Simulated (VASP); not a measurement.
Set up this calculation in VASP 6.6.1, as the native input.

```
Task                   : relaxation of cell and atoms
Functional             : PBEsol
Potentials or basis    : VASP PAW PBE potentials, release 64 (Cd, Te)
Cutoff                 : 600 eV
k mesh                 : 8 × 8 × 8
Occupations            : gaussian, width 0.03 eV
Spin                   : no spin polarisation
Further INCAR settings : ALGO = Normal; EDIFF = 1e-06; IBRION = 2; EDIFFG = -0.01; NSW = 90; ISIF = 3
```

The structure of CdTe lies in POSCAR:

```
CdTe
1.0
    0.0000000000      3.2050000000      3.2050000000
    3.2050000000      0.0000000000      3.2050000000
    3.2050000000      3.2050000000      0.0000000000
Cd Te
1 1
Direct
    0.0000000000      0.0000000000      0.0000000000
    0.2500000000      0.2500000000      0.2500000000
```

The input as run:

INCAR

```
SYSTEM = CdTe
PREC = Accurate
ENCUT = 600
EDIFF = 1E-6
ISMEAR = 0
SIGMA = 0.03
LREAL = .FALSE.
LASPH = .TRUE.
NELM = 80
ALGO = Normal
ISIF = 3
LWAVE = .FALSE.
LCHARG = .FALSE.
GGA = PS
IBRION = 2
NSW = 90
EDIFFG = -0.01
```

KPOINTS

```
Automatic mesh
0
G
  8 8 8
  0 0 0
```

Potentials or basis: VASP PAW PBE potentials, release 64 (Cd, Te).

Command:

```sh
$ cat potpaw_PBE.64/Cd/POTCAR potpaw_PBE.64/Te/POTCAR > POTCAR
$ mpirun -np 1 vasp_std > vasp.out
```

Results of the run:

```
Relaxed volume                         : 34.26 Å³/atom
Relaxed cell                           : a = 4.593 Å, b = 4.593 Å, c = 4.593 Å, α = 60.00°, β = 60.00°, γ = 60.00°
Space group after relaxing (to 0.05 Å) : F-43m (No. 216)
Energy gained by relaxing              : 7.3 meV/atom
Ionic steps                            : 3
Pressure after relaxing                : 0.0 GPa
Band gap on the k mesh                 : 0.64 eV, direct
```

Caveat: the PAW data sets were made with another functional, which shifts forces and pressure a little; spin-orbit coupling is left out, which moves the levels of the heavy elements.

Wall time 51 s on 1 thread of Intel(R) Xeon(R) Platinum 8259CL CPU @ 2.50GHz (Skylake/Cascade Lake), with other jobs on the host, peak memory 0.24 GiB.
